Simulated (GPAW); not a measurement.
**linear Ru chain, spacing 2.823 A: cost and accuracy of the plane-wave cutoff**

Two starts of linear Ru chain, spacing 2.823 A are run at each rung of the plane-wave cutoff. Which rung is enough?

Calculated with GPAW 26.7.0; PBE; plane waves with GPAW's PAW setups, scalar-relativistic.

**1. Set-up**

The cell holds 1 atom: 1 Ru. Cell: a = 12.000 Å, b = 12.000 Å, c = 2.823 Å, α = 90.0°, β = 90.0°, γ = 90.0°. model lattice. Vacuum lies along a and b. The structure's axis is c.

As a file:

```
Ru
1.0
    12.00000    0.00000    0.00000
     0.00000   12.00000    0.00000
     0.00000    0.00000    2.82300
Ru
1
Cartesian
  6.0000 6.0000 0.0000
```

**2. Rung 1 (250 eV), start ferro +**

The ladder starts at a low cutoff and climbs, to see from where on the results stand still.

order1.py reads:

```python
import json
import numpy as np
from ase import Atoms
from ase.parallel import paropen, parprint
from gpaw import GPAW

atoms = Atoms(['Ru'],
    cell=[[12.0, 0.0, 0.0],
         [0.0, 12.0, 0.0],
         [0.0, 0.0, 2.823]],
    scaled_positions=[[0.5, 0.5, 0.0]],
    pbc=True,
    magmoms=[1.5])
atoms.calc = GPAW(mode={'name': 'pw', 'ecut': 250},
    xc='PBE',
    kpts={'size': (1, 1, 10), 'gamma': True},
    occupations={'name': 'fermi-dirac', 'width': 0.1},
    convergence={'density': 1e-05, 'energy': 1e-05},
    maxiter=200,
    symmetry={'tolerance': 1e-4},
    txt='order1.txt')
e = atoms.get_potential_energy(force_consistent=True)
res = {'free_energy': e, 'energy_sigma0': atoms.get_potential_energy(), 'fermi_energy': atoms.calc.get_fermi_level()}
res['moments'] = atoms.get_magnetic_moments().tolist()
res['total'] = atoms.get_magnetic_moment()
parprint('site moments (muB):', np.round(res['moments'], 3))
parprint(f"total moment: {res['total']:.3f} muB")
parprint(f'free energy: {e:.6f} eV')
atoms.calc.write('order1.gpw')
with paropen('results.json', 'w') as f:
    json.dump(res, f)
```

The run is started by

```bash
> OMP_NUM_THREADS=1 python3 order1.py > order1.log
```

Log:

```text
site moments (muB): [2.655]
total moment: 3.353 muB
free energy: -3.726769 eV

--- order1.txt ---
Input parameters:
  mode=PW(ecut=250),
  convergence={'density': 1e-05, 'energy': 1e-05},
  kpts=MonkhorstPack(size=(1, 1, 10), gamma=True),
  maxiter=200,
  occupations=Occupations(name='fermi-dirac', width=0.1),
  symmetry=Symmetry(tolerance=0.0001),
  xc=XC(name='PBE')

Diagonalizing LCAO Hamiltonian
Converting LCAO to pw mode
        .----------------------------.
       /|                            |
      / |                            |
     /  .----------------------------.
    /  /                            /
   /  /                            /
  /  /                            /
 *  /              Ru            /
 | /                            /
 |/                            /
 *----------------------------*

Atoms  # Å, Bohr magnetons
|   | symbol |        x |        y |        z |    initial magnetic moments |
|---|--------|----------|----------|----------|-----------------------------|
| 0 |     Ru | 6.000000 | 6.000000 | 0.000000 | ( 0.0000,  0.0000,  1.5000) |

Unit cell  # Å
| periodic |         x |         y |        z |   lengths |    angles |
|----------|-----------|-----------|----------|-----------|-----------|
|      yes | 12.000000 |  0.000000 | 0.000000 | 12.000000 | 90.000000 |
|      yes |  0.000000 | 12.000000 | 0.000000 | 12.000000 | 90.000000 |
|      yes |  0.000000 |  0.000000 | 2.823000 |  2.823000 | 90.000000 |

Number of symmetries: 16

BZ-sampling:
  Number of BZ points: 10
  Number of IBZ points: 6

  Monkhorst-Pack size: [1, 1, 10]
  Monkhorst-Pack shift: [0.0, 0.0, 0.05]

Plane wave coefficients: 3667
Cutoff: 250.0 eV

Spin-components: 2 (collinear spins)
Bands:           13
Projectors:      6
Spin-degeneracy: 1
Datatype:        complex128

Parallelization:
  kpt:    1
  domain: 1
  band:   1

Density:
  Valence electrons: 16.0
  Components: 2
  Grid points: [45 45 12]
  Charge: 0.0  # |e|

Potential:
  Grid points: [45 45 12]

[... setups left out ...]
Reference energy: -123245.124983  # eV

eigensolver:
  PPCG
  Converge bands: occupied
  niter=2

density mixing:
  MSR1-Mixer
  Pratt-step length: 0.05
  Maximum mixing coefficient: 0.75
  Old densities: 10
  SVD Regularization: 0.005
  Good broyden scale: 1.0
  Trust region scale: 1.0
  Backstep threshold: 4.0
  History deletion threshold: 6.0
  Fourier metric: weight=20.0, sigma=0.015

occupation numbers:
  Fermi-Dirac:
    width: 0.1000  # eV

poisson solver:
  ecut: 2000.0  # eV

xc functional:
  name: PBE with 2 nearest neighbor stencil

convergence criteria:
- Maximum integral of absolute [dens]ity change: 1e-05 electrons / valence electron
- Maximum [total energy] change in last 3 cyles: 1e-05 eV / valence electron
- Maximum integral of absolute [eigenst]ate change: 4e-08 eV^2 / valence electron
maximum number of iterations: 200

SCF iterations
|iter     |      energy | eigst |  dens |  magmom |
|---------|-------------|-------|-------|---------|
|iter:   1|       0s |   -4.461125 | -0.30 |       |  +1.4931|
|iter:   2|       0s |   -3.992907 | -1.63 | -0.76 |  +1.4983|
|iter:   3|       1s |   -3.375529 | -0.57 | -0.82 |  +1.7536|
|iter:   4|       1s |   -3.403159 | -1.51 | -1.07 |  +1.9755|
|iter:   5|       2s |   -3.660747 | -1.40 | -1.21 |  +3.5676|
|iter:   6|       2s |   -3.630010 | -1.85 | -1.31 |  +2.9115|
|iter:   7|       2s |   -3.653720 | -3.00 | -1.63 |  +3.2612|
|iter:   8|       3s |   -3.652939 | -3.99 | -2.19 |  +3.2276|
|iter:   9|       3s |   -3.654564 | -4.52 | -2.17 |  +3.2733|
|iter:  10|       4s |   -3.656504 | -4.71 | -2.34 |  +3.3685|
|iter:  11|       4s |   -3.656294 | -5.34 | -2.95 |  +3.3462|
|iter:  12|       4s |   -3.656441 | -5.63 | -3.29 |  +3.3553|
|iter:  13|       5s |   -3.656708 | -4.94 | -3.43 |  +3.3573|
|iter:  14|       5s |   -3.656544 | -5.60 | -3.13 |  +3.3531|
|iter:  15|       6s |   -3.656765 | -5.36 | -3.29 |  +3.3532|
|iter:  16|       6s |   -3.656500 | -5.17 | -3.12 |  +3.3530|
|iter:  17|       6s |   -3.656376 | -5.11 | -3.35 |  +3.3529|
|iter:  18|       7s |   -3.656362c| -5.56 | -3.78 |  +3.3531|
|iter:  19|       7s |   -3.656362c| -6.58 | -4.75 |  +3.3531|
|iter:  20|       8s |   -3.656362c| -7.09 | -4.95 |  +3.3531|
|iter:  21|       8s |   -3.656362c| -7.68c| -5.57c|  +3.3530|

Converged in 21 steps
Energy contributions relative to reference atoms: (reference = -123245.124983)

Energy contributions:
  Kinetic:          -4.508716
  Coulomb:           2.314634
  Zero:              0.520743
  External:          0.000000
  Xc:               -1.912615
  Entropy:          -0.140815
  Spinorbit:         0.000000
  ----------------------------
  Free energy:      -3.726769
  Extrapolated:     -3.656362

dipole moment: (0.000001, 0.000001, -9.698290)  # |e|*Ang

Total magnetic moment: (0.000000, 0.000000, 3.353046)

Local magnetic moments
|        x |        y |        z |
|----------|----------|----------|
| 0.000000 | 0.000000 | 2.654703 |  # Ru   0

Fermi level: -3.738
Eigenvalues  # (at kpt = [0.000, 0.000, 0.000])
| band index |      eig [eV] | occ [0-1] |      eig [eV] | occ [0-1] |
|------------|---------------|-----------|---------------|-----------|
|          0 |       -76.967 |     1.000 |       -75.078 |     1.000 |
|          1 |       -47.199 |     1.000 |       -45.105 |     1.000 |
|          2 |       -47.199 |     1.000 |       -45.105 |     1.000 |
|          3 |       -46.639 |     1.000 |       -44.789 |     1.000 |
|          4 |        -7.445 |     1.000 |        -6.239 |     1.000 |
|          5 |        -6.068 |     1.000 |        -3.832 |     0.719 |
|          6 |        -6.068 |     1.000 |        -3.828 |     0.711 |
|          7 |        -5.419 |     1.000 |        -3.793 |     0.633 |
|          8 |        -4.399 |     0.999 |        -2.529 |     0.000 |
|          9 |        -4.399 |     0.999 |        -2.529 |     0.000 |
|         10 |        -1.712 |     0.000 |        -0.964 |     0.000 |
|         11 |        -1.712 |     0.000 |        -0.964 |     0.000 |
|         12 |         0.234 |     0.000 |         0.381 |     0.000 |

No gap
No difference between direct/indirect transitions
```

Elapsed: 10 s, on 1 MPI rank of AMD EPYC 9B45 (Zen 5), shared host; peak memory 0.2 GiB.

This step gave:

```
magnetization  : 3.353 μB
final state    : ferromagnetic
largest moment : 2.655 μB
```

After 21 cycles the largest moment stands at 2.65 μB.

**3. Rung 1 (250 eV), start antiferro q=(0,0,1/2) +-**

The second start gives the energy difference between the two end states, the quantity that is followed up the ladder. Its q is in fractions of the reciprocal vectors of the first run's cell.

order2.py is the script of step 2 with these lines changed:

```diff
@@ -6,12 +6,13 @@
 
-atoms = Atoms(['Ru'],
+atoms = Atoms(['Ru', 'Ru'],
     cell=[[12.0, 0.0, 0.0],
          [0.0, 12.0, 0.0],
-         [0.0, 0.0, 2.823]],
-    scaled_positions=[[0.5, 0.5, 0.0]],
+         [0.0, 0.0, 5.646]],
+    scaled_positions=[[0.5, 0.5, 0.0],
+         [0.5, 0.5, 0.5]],
     pbc=True,
-    magmoms=[1.5])
+    magmoms=[1.5, -1.5])
 atoms.calc = GPAW(mode={'name': 'pw', 'ecut': 250},
     xc='PBE',
-    kpts={'size': (1, 1, 10), 'gamma': True},
+    kpts={'size': (1, 1, 5), 'gamma': True},
     occupations={'name': 'fermi-dirac', 'width': 0.1},
@@ -20,3 +21,3 @@
     symmetry={'tolerance': 1e-4},
-    txt='order1.txt')
+    txt='order2.txt')
 e = atoms.get_potential_energy(force_consistent=True)
@@ -28,3 +29,3 @@
 parprint(f'free energy: {e:.6f} eV')
-atoms.calc.write('order1.gpw')
+atoms.calc.write('order2.gpw')
 with paropen('results.json', 'w') as f:
```

The run is started by

```bash
> OMP_NUM_THREADS=1 python3 order2.py > order2.log
```

Log:

```text
site moments (muB): [ 2.15 -2.15]
total moment: 0.000 muB
free energy: -7.143793 eV

--- order2.txt ---
Input parameters:
  mode=PW(ecut=250),
  convergence={'density': 1e-05, 'energy': 1e-05},
  kpts=MonkhorstPack(size=(1, 1, 5), gamma=True),
  maxiter=200,
  occupations=Occupations(name='fermi-dirac', width=0.1),
  symmetry=Symmetry(tolerance=0.0001),
  xc=XC(name='PBE')

Diagonalizing LCAO Hamiltonian
Converting LCAO to pw mode
        .----------------------------.
       /|                            |
      / |                            |
     /  |                            |
    /   |                            |
   /    |                            |
  /     |                            |
 *      .----------Ru----------------.
 |     /                            /
 |    /                            /
 |   /                            /
 |  /              Ru            /
 | /                            /
 |/                            /
 *----------------------------*

Atoms  # Å, Bohr magnetons
|   | symbol |        x |        y |        z |    initial magnetic moments |
|---|--------|----------|----------|----------|-----------------------------|
| 0 |     Ru | 6.000000 | 6.000000 | 0.000000 | ( 0.0000,  0.0000,  1.5000) |
| 1 |     Ru | 6.000000 | 6.000000 | 2.823000 | ( 0.0000,  0.0000, -1.5000) |

Number of symmetries: 16

BZ-sampling:
  Number of BZ points: 5
  Number of IBZ points: 3

  Monkhorst-Pack size: [1, 1, 5]
  Monkhorst-Pack shift: [0, 0, 0]

Plane wave coefficients: 7315
Cutoff: 250.0 eV

Spin-components: 2 (collinear spins)
Bands:           24
Projectors:      12
Spin-degeneracy: 1
[...]
|iter:  44|      31s |   -6.936217c| -8.48c| -4.76 |  +0.0000|
|iter:  45|      31s |   -6.936217c| -8.39c| -4.90 |  +0.0000|
|iter:  46|      31s |   -6.936217c| -8.47c| -5.03c|  +0.0000|

Converged in 46 steps
Energy contributions relative to reference atoms: (reference = -246490.249966)

Energy contributions:
  Kinetic:         -13.291017
  Coulomb:           7.975422
  Zero:              1.062604
  External:          0.000000
  Xc:               -2.475651
  Entropy:          -0.415152
  Spinorbit:         0.000000
  ----------------------------
  Free energy:      -7.143793
  Extrapolated:     -6.936217

dipole moment: (0.000002, 0.000002, -19.414508)  # |e|*Ang

Total magnetic moment: (0.000000, 0.000000, 0.000007)

Local magnetic moments
|        x |        y |         z |
|----------|----------|-----------|
| 0.000000 | 0.000000 |  2.150150 |  # Ru   0
| 0.000000 | 0.000000 | -2.150138 |  # Ru   1

Fermi level: -3.819
Eigenvalues  # (at kpt = [0.000, 0.000, 0.000])
| band index |      eig [eV] | occ [0-1] |      eig [eV] | occ [0-1] |
|------------|---------------|-----------|---------------|-----------|
|          0 |       -76.870 |     1.000 |       -76.870 |     1.000 |
|        ... |               |           |               |           |
|          6 |       -45.345 |     1.000 |       -45.345 |     1.000 |
|          7 |       -45.345 |     1.000 |       -45.345 |     1.000 |
|          8 |        -6.979 |     1.000 |        -6.979 |     1.000 |
|          9 |        -5.957 |     1.000 |        -5.957 |     1.000 |
[...]
|         19 |        -1.387 |     0.000 |        -1.387 |     0.000 |
|         20 |        -1.387 |     0.000 |        -1.387 |     0.000 |
|         21 |        -0.476 |     0.000 |        -0.476 |     0.000 |
|        ... |               |           |               |           |
|         23 |         0.984 |     0.000 |         0.984 |     0.000 |

No gap
No difference between direct/indirect transitions
```

Wall time 35 s (1 MPI rank); peak memory 0.26 GiB.

Read from the output:

- magnetization: 0 μB
- final state: antiferromagnetic
- largest moment: 2.150 μB

This start lies +154.9 meV a seeded atom from the first; its largest moment is 2.15 μB.

**4. Rung 2 (325 eV), start ferro +**

order1.py is the script of step 2 with these lines changed:

```diff
@@ -13,3 +13,3 @@
     magmoms=[1.5])
-atoms.calc = GPAW(mode={'name': 'pw', 'ecut': 250},
+atoms.calc = GPAW(mode={'name': 'pw', 'ecut': 325},
     xc='PBE',
```

The run is started by

```bash
> OMP_NUM_THREADS=1 python3 order1.py > order1.log
```

Log:

```text
site moments (muB): [2.672]
total moment: 3.340 muB
free energy: -4.168943 eV

--- order1.txt ---
Input parameters:
  mode=PW(ecut=325),
  convergence={'density': 1e-05, 'energy': 1e-05},
  kpts=MonkhorstPack(size=(1, 1, 10), gamma=True),
  maxiter=200,
  occupations=Occupations(name='fermi-dirac', width=0.1),
  symmetry=Symmetry(tolerance=0.0001),
  xc=XC(name='PBE')

Diagonalizing LCAO Hamiltonian
[...]
|          3 |       -46.578 |     1.000 |       -44.726 |     1.000 |
|          4 |        -7.409 |     1.000 |        -6.195 |     1.000 |
[...]
|          9 |        -4.395 |     0.999 |        -2.521 |     0.000 |
|         10 |        -1.693 |     0.000 |        -0.954 |     0.000 |
|         11 |        -1.693 |     0.000 |        -0.954 |     0.000 |
|         12 |         0.234 |     0.000 |         0.383 |     0.000 |

No gap
No difference between direct/indirect transitions


[key lines of the parts left out:]
Free energy:      -4.168943
Converged in 21 steps
dipole moment: (0.000001, 0.000001, -9.688563)  # |e|*Ang
Fermi level: -3.717
```

Elapsed: 11 s, on 1 MPI rank; peak memory 0.22 GiB.

Numbers from this step:

| Property | Result |
| --- | --- |
| magnetization | 3.340 μB |
| final state | ferromagnetic |
| largest moment | 2.672 μB |

The largest moment moves by +0.02 μB from rung 1, at 1.1 times its CPU time.

**5. Rung 2 (325 eV), start antiferro q=(0,0,1/2) +-**

order2.py is the script of step 3 with these lines changed:

```diff
@@ -14,3 +14,3 @@
     magmoms=[1.5, -1.5])
-atoms.calc = GPAW(mode={'name': 'pw', 'ecut': 250},
+atoms.calc = GPAW(mode={'name': 'pw', 'ecut': 325},
     xc='PBE',
```

The run is started by

```bash
> OMP_NUM_THREADS=1 python3 order2.py > order2.log
```

Log:

```text
site moments (muB): [ 2.172 -2.172]
total moment: -0.000 muB
free energy: -8.015692 eV

--- order2.txt ---
Input parameters:
  mode=PW(ecut=325),
  convergence={'density': 1e-05, 'energy': 1e-05},
  kpts=MonkhorstPack(size=(1, 1, 5), gamma=True),
  maxiter=200,
  occupations=Occupations(name='fermi-dirac', width=0.1),
  symmetry=Symmetry(tolerance=0.0001),
  xc=XC(name='PBE')

Diagonalizing LCAO Hamiltonian
[...]
|          9 |        -5.943 |     1.000 |        -5.943 |     1.000 |
[...]
|         19 |        -1.374 |     0.000 |        -1.374 |     0.000 |
|         20 |        -1.374 |     0.000 |        -1.374 |     0.000 |
|         21 |        -0.445 |     0.000 |        -0.445 |     0.000 |
|        ... |               |           |               |           |
|         23 |         0.980 |     0.000 |         0.980 |     0.000 |

No gap
No difference between direct/indirect transitions


[key lines of the parts left out:]
Free energy:      -8.015692
Converged in 53 steps
dipole moment: (0.000002, 0.000002, -19.395619)  # |e|*Ang
Fermi level: -3.805
```

Elapsed: 56 s, on 1 MPI rank; peak memory 0.33 GiB.

This step gave:

```
magnetization  : 0 μB
final state    : antiferromagnetic
largest moment : 2.172 μB
```

This start lies +161.1 meV a seeded atom from the first, a change of +6.2 meV since rung 1; its largest moment is 2.17 μB.

**6. Rung 3 (400 eV), start ferro +**

order1.py is the script of step 4 with these lines changed:

```diff
@@ -13,3 +13,3 @@
     magmoms=[1.5])
-atoms.calc = GPAW(mode={'name': 'pw', 'ecut': 325},
+atoms.calc = GPAW(mode={'name': 'pw', 'ecut': 400},
     xc='PBE',
```

The run is started by

```bash
> OMP_NUM_THREADS=1 python3 order1.py > order1.log
```

Log:

```text
site moments (muB): [2.678]
total moment: 3.337 muB
free energy: -4.379429 eV

--- order1.txt ---
Input parameters:
  mode=PW(ecut=400),
  convergence={'density': 1e-05, 'energy': 1e-05},
  kpts=MonkhorstPack(size=(1, 1, 10), gamma=True),
  maxiter=200,
  occupations=Occupations(name='fermi-dirac', width=0.1),
  symmetry=Symmetry(tolerance=0.0001),
  xc=XC(name='PBE')

Diagonalizing LCAO Hamiltonian
[...]
|          3 |       -46.540 |     1.000 |       -44.687 |     1.000 |
|          4 |        -7.404 |     1.000 |        -6.186 |     1.000 |
[...]
|          9 |        -4.396 |     0.999 |        -2.519 |     0.000 |
|         10 |        -1.687 |     0.000 |        -0.951 |     0.000 |
|         11 |        -1.687 |     0.000 |        -0.951 |     0.000 |
|         12 |         0.241 |     0.000 |         0.384 |     0.000 |

No gap
No difference between direct/indirect transitions


[key lines of the parts left out:]
Free energy:      -4.379429
Converged in 23 steps
dipole moment: (0.000001, 0.000001, -9.680811)  # |e|*Ang
Fermi level: -3.713
```

Run time: 16 s. Hardware: 1 MPI rank; peak memory 0.27 GiB.

This step gave:

| Property | Result |
| --- | --- |
| magnetization | 3.337 μB |
| final state | ferromagnetic |
| largest moment | 2.678 μB |

The largest moment moves by +0.01 μB from rung 2, at 1.4 times its CPU time.

**7. Rung 3 (400 eV), start antiferro q=(0,0,1/2) +-**

order2.py is the script of step 5 with these lines changed:

```diff
@@ -14,3 +14,3 @@
     magmoms=[1.5, -1.5])
-atoms.calc = GPAW(mode={'name': 'pw', 'ecut': 325},
+atoms.calc = GPAW(mode={'name': 'pw', 'ecut': 400},
     xc='PBE',
```

The run is started by

```bash
> OMP_NUM_THREADS=1 python3 order2.py > order2.log
```

Log:

```text
site moments (muB): [ 2.179 -2.179]
total moment: 0.000 muB
free energy: -8.435822 eV

--- order2.txt ---
Input parameters:
  mode=PW(ecut=400),
  convergence={'density': 1e-05, 'energy': 1e-05},
  kpts=MonkhorstPack(size=(1, 1, 5), gamma=True),
  maxiter=200,
  occupations=Occupations(name='fermi-dirac', width=0.1),
  symmetry=Symmetry(tolerance=0.0001),
  xc=XC(name='PBE')

Diagonalizing LCAO Hamiltonian
[...]
|          9 |        -5.939 |     1.000 |        -5.939 |     1.000 |
[...]
|         19 |        -1.369 |     0.000 |        -1.369 |     0.000 |
|         20 |        -1.369 |     0.000 |        -1.369 |     0.000 |
|         21 |        -0.436 |     0.000 |        -0.436 |     0.000 |
|        ... |               |           |               |           |
|         23 |         0.981 |     0.000 |         0.981 |     0.000 |

No gap
No difference between direct/indirect transitions


[key lines of the parts left out:]
Free energy:      -8.435822
Converged in 40 steps
dipole moment: (0.000002, 0.000002, -19.380246)  # |e|*Ang
Fermi level: -3.801
```

Wall time 58 s (1 MPI rank); peak memory 0.41 GiB.

Read from the output:

```yaml
magnetization: 0 μB
final_state: antiferromagnetic
largest_moment: 2.179 μB
```

This start lies +161.5 meV a seeded atom from the first, a change of +0.4 meV since rung 2; its largest moment is 2.18 μB.

**8. Rung 4 (500 eV), start ferro +**

order1.py is the script of step 6 with these lines changed:

```diff
@@ -13,3 +13,3 @@
     magmoms=[1.5])
-atoms.calc = GPAW(mode={'name': 'pw', 'ecut': 400},
+atoms.calc = GPAW(mode={'name': 'pw', 'ecut': 500},
     xc='PBE',
```

The run is started by

```bash
> OMP_NUM_THREADS=1 python3 order1.py > order1.log
```

Log:

```text
site moments (muB): [2.679]
total moment: 3.338 muB
free energy: -4.450555 eV

--- order1.txt ---
Input parameters:
  mode=PW(ecut=500),
  convergence={'density': 1e-05, 'energy': 1e-05},
  kpts=MonkhorstPack(size=(1, 1, 10), gamma=True),
  maxiter=200,
  occupations=Occupations(name='fermi-dirac', width=0.1),
  symmetry=Symmetry(tolerance=0.0001),
  xc=XC(name='PBE')

Diagonalizing LCAO Hamiltonian
[...]
|          3 |       -46.535 |     1.000 |       -44.681 |     1.000 |
|          4 |        -7.403 |     1.000 |        -6.185 |     1.000 |
[...]
|          9 |        -4.396 |     0.999 |        -2.518 |     0.000 |
|         10 |        -1.687 |     0.000 |        -0.950 |     0.000 |
|         11 |        -1.687 |     0.000 |        -0.950 |     0.000 |
|         12 |         0.243 |     0.000 |         0.385 |     0.000 |

No gap
No difference between direct/indirect transitions


[key lines of the parts left out:]
Free energy:      -4.450555
Converged in 21 steps
dipole moment: (0.000001, 0.000001, -9.679919)  # |e|*Ang
Fermi level: -3.711
```

The job ended after 21 s (1 MPI rank; peak memory 0.32 GiB).

This step gave:

```yaml
magnetization: 3.338 μB
final_state: ferromagnetic
largest_moment: 2.679 μB
```

The largest moment is that of rung 3, at 1.3 times its CPU time.

[end of part 1 of 2]

[Logs and program files are shortened in this print: banners, set-up blocks, solver, clock and traceback lines can be left out without a mark of their own.]

[Logs are printed without paths, hosts, clocks, repeated set-up lines and the standing remarks that a program may print on its own settings, such as how far it seeks lower states.]

[Hosts, paths, dates, database ids (printed as entryN), source tags and the programs' standing remarks are cut or masked in the printed files.]

[Where a cell is said to come from a database of computed structures, the database is the Materials Project.]
